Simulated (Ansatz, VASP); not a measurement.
## One calculation of NaI, two programs

```
Na I
1.0
     0.00000    3.13520    3.44872
     3.13520    0.00000    3.44872
     3.13520    3.13520    0.00000
Na I
1 1
Direct
  0.00000 0.00000 0.00000
  0.50000 0.50000 0.50000
```

Alike in both runs: task single point; functional PBE; k mesh 8 × 8 × 8; occupations gaussian, width 0.05 eV; no spin polarisation.

|  | VASP | Ansatz |
| --- | --- | --- |
| version | VASP 6.6.1 | Ansatz 0.2.0 |
| potentials or method | VASP PAW PBE potentials, release 64 (Na_pv, I) | scalar-relativistic, plane waves, PAW |
| plane-wave cutoff (eV) | 520 | 420 |
| valence electrons in the cell | 14 | 26 |

Ansatz gave:

```
gap on the k mesh at the Fermi level (eV)       : 3.62
least direct gap on the mesh (eV)               : 3.62
pressure (GPa)                                  : 0.8
largest component of the traceless stress (GPa) : 1.43
```

Question: Estimate VASP's values.

Answer: gap on the k mesh at the Fermi level (eV): 3.62; least direct gap on the mesh (eV): 3.62; pressure (GPa): 0.8; largest component of the traceless stress (GPa): 1.44.

The two sets of potentials don't hold the same shells in valence.

Caveats: spin-orbit coupling is left out, which moves the levels of the heavy elements. PBE gaps usually lie below the measured ones, often by a third to a half.
